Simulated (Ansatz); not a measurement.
Runs of Ansatz 0.2.0 on FePt (Tetraferroplatinum). Symmetry: P4/mmm, No. 123, tetragonal system. The conventional cell has a = 2.724 Å, b = 2.724 Å, c = 3.720 Å, α = 90.00°, β = 90.00°, γ = 90.00°. Pt (site symmetry 4/mmm) is surrounded by 8 Fe at 2.68 Å and 4 Pt at 2.72 Å. Fe (site symmetry 4/mmm) is surrounded by 8 Pt at 2.68 Å and 4 Fe at 2.72 Å. 

```csv
task,level,potentials or basis,spin,cell,k mesh,cutoff (eV),smearing,pressure (GPa),moment (μB),relaxed volume (Å³/atom)
relaxation of cell and atoms,PBEsol+D4,"all-electron LAPW, scalar-relativistic","collinear, ferromagnetic start",relaxed,10 × 10 × 7,-,fermi-dirac 0.05 eV,0.0,(c),13.23
single point,PBE,"all-electron LAPW, scalar-relativistic","collinear, ferromagnetic start",as given,10 × 10 × 7,282,gaussian 0.015 eV,3.4,3.28,-
relaxation of cell and atoms,revPBE,"all-electron LAPW, scalar-relativistic","collinear, ferromagnetic start",relaxed,10 × 10 × 7,-,fermi-dirac 0.05 eV,0.0,(a),14.28
band structure,PBE,"all-electron LAPW, relativistic spinors","non-collinear, ferromagnetic start, SOC",as given,7 × 7 × 5,282,fermi-dirac 0.05 eV,3.0,(b),-
```

Alike in all rows: basis error allowed 0.001 eV/atom.

Problem. Fill in the values left out.

Solution. (a) 3.37; (b) 3.25; (c) 3.21.

Caveats: the k mesh is thin for a metal, which can move the energy by tens of meV per atom (some runs); the magnetic state may not be the lowest (some runs).
